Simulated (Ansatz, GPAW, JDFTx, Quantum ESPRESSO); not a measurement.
## Equation of state of Bi under PBEsol

Symmetry: Im-3m, No. 229, cubic system. Conventional cell: a = 3.963 Å, b = 3.963 Å, c = 3.963 Å, α = 90.00°, β = 90.00°, γ = 90.00°. Bi (site symmetry m-3m) is surrounded by 8 Bi at 3.43 Å.

This isn't the form of Bi at room conditions, which is rhombohedral.

The cell was scaled at fixed shape and fractions and run with Ansatz, Ansatz PAW, cutoff 420 eV; PBEsol, k mesh 9 × 9 × 9 on the cell of 1 atom, fermi-dirac occupations of 0.05 eV, no spin polarisation, no spin-orbit coupling. The potentials were made for PBE. Energies are those that the program minimises, any entropy of the smearing included. For a metal such a mesh isn't converged to the digits shown.

| V (Å³/atom) | energy over the lowest row (meV/atom) |
| --- | --- |
| 29.2499 | 3.85 |
| 29.8722 | 0.00 |
| 30.4946 | 1.09 |
| 31.1169 | 6.65 |
| 31.7393 | ? |
| 32.3616 | 29.36 |
| 32.9839 | 45.60 |

Question: Fit the third-order Birch-Murnaghan form, give V0, B0 and B′, and predict the energy left open.

Answer: With y = (V0/V)^(2/3), E = E0 + (9 V0 B0/16) [(y - 1)³ B′ + (y - 1)² (6 - 4y)]. Least squares through the rows shown give V0 = 30.0350 Å³/atom, E0 = -0.19 meV, B0 = 60.22 GPa (1 eV/Å³ = 160.218 GPa) and B′ = 4.52, with a largest miss of 0.03 meV. At V = 31.7393 the form with these constants gives 16.23 meV; the run gave 16.23 meV an atom. Other set-ups at this level, from all their volumes (Å³/atom, GPa): GPAW, PAW data sets generated for this functional: V0 29.980, B0 59.69; JDFTx, PseudoDojo-SR-PBEsol-0.4.1-standard: V0 30.080, B0 60.58; Ansatz, all-electron LAPW, scalar-relativistic: V0 30.045, B0 60.32; Quantum ESPRESSO, PseudoDojo 0.4.1 SR PBEsol standard: V0 30.080, B0 60.7.
